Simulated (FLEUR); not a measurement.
Runs of FLEUR MaX-R8.1 (later development tree) on BeTe. The structure is cubic, space group F-43m (No. 216). Conventional cell: a = 5.540 Å, b = 5.540 Å, c = 5.540 Å, α = 90.00°, β = 90.00°, γ = 90.00°. Te (site symmetry -43m) has 4 Be at 2.40 Å as nearest neighbours. Be (site symmetry -43m) has 4 Te at 2.40 Å as nearest neighbours. 

```csv
task,level,spin,k mesh,gmax,muffin-tin radii,max iterations,mixing factor,mixer,kmax,gap on the mesh (eV),V0 of scaled cells (Å³/atom),B0 (GPa)
band structure,LDA,off,8 × 8 × 8,12.7 1/bohr,"Te 2.44, Be 1.76 bohr",60,0.05,Anderson,4.1 1/bohr,1.77,-,-
equation of state,LDA,off,8 × 8 × 8,13.1 1/bohr,"Te 2.36, Be 1.71 bohr",-,-,-,4.21 1/bohr,-,(b),64
band structure,LDA,"SOC, no magnetisation",6 × 6 × 6,12.7 1/bohr,"Te 2.44, Be 1.76 bohr",60,0.05,Anderson,4.1 1/bohr,1.46,-,-
equation of state,PBEsol,off,8 × 8 × 8,13.1 1/bohr,"Te 2.36, Be 1.71 bohr",-,-,-,4.21 1/bohr,-,22.01,(a)
band structure,PBEsol,"SOC, no magnetisation",6 × 6 × 6,12.7 1/bohr,"Te 2.44, Be 1.76 bohr",60,0.05,Anderson,4.1 1/bohr,1.44,-,-
```

Alike in all rows: potentials or basis all-electron, FLAPW; cell as given; smearing fermi-dirac 0.05 eV.

Question: Fill in the values left out.

Answer: (a) 60; (b) 21.41.

Caveats: spin-orbit coupling is left out, which moves the levels of the heavy elements (some runs).

A k mesh can miss the band edges, and rows without SOC leave out spin-orbit coupling on Te.
